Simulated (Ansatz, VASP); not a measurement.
# One calculation of BP, two programs

The input INCAR:

```
SYSTEM = BP
ALGO = Normal
EDIFF = 1E-7
ENCUT = 520
GGA = PE
ISIF = 2
ISMEAR = 0
LASPH = .TRUE.
LCHARG = .FALSE.
LREAL = .FALSE.
LWAVE = .FALSE.
NBANDS = 11
NELM = 100
PREC = Accurate
SIGMA = 0.01
```

File KPOINTS:

```
k-points
0
G
  8 8 8
  0 0 0
```

The input POSCAR:

```
BP
1.0
    0.0000000000      2.2690000000      2.2690000000
    2.2690000000      0.0000000000      2.2690000000
    2.2690000000      2.2690000000      0.0000000000
B P
1 1
Direct
    0.0000000000      0.0000000000      0.0000000000
    0.2500000000      0.2500000000      0.2500000000
```

Input for Ansatz:

```yaml
crystal:
  lattice:
    - [0.0, 2.269, 2.269]
    - [2.269, 0.0, 2.269]
    - [2.269, 2.269, 0.0]
  atoms:
    - { symbol: B, position: [0.0, 0.0, 0.0] }
    - { symbol: P, position: [0.25, 0.25, 0.25] }
basis:
  ecutwfc: 450.0
kpoints:
  mp_grid:
    grid: [8, 8, 8]
hamiltonian:
  xc: pbe
scf:
  occupations:
    method: fixed
output:
  eigenvalues: true
```

Alike in both runs: task single point; functional PBE; k mesh 8 × 8 × 8; no spin polarisation.

|  | VASP | Ansatz |
| --- | --- | --- |
| version | VASP 6.6.1 | Ansatz 0.2.0 |
| potentials or method | VASP PAW PBE potentials, release 64 (B, P) | plane waves, PAW |
| plane-wave cutoff (eV) | 520 | 450 |
| occupations | gaussian, width 0.01 eV | fixed |
| valence electrons in the cell | 8 | 8 |

```tsv
	VASP	Ansatz	Ansatz less VASP
gap on the k mesh at the Fermi level (eV)	1.27	1.27	+0.004
```

A k mesh can miss the band edges. PBE gaps usually lie below the measured ones, often by a third to a half.
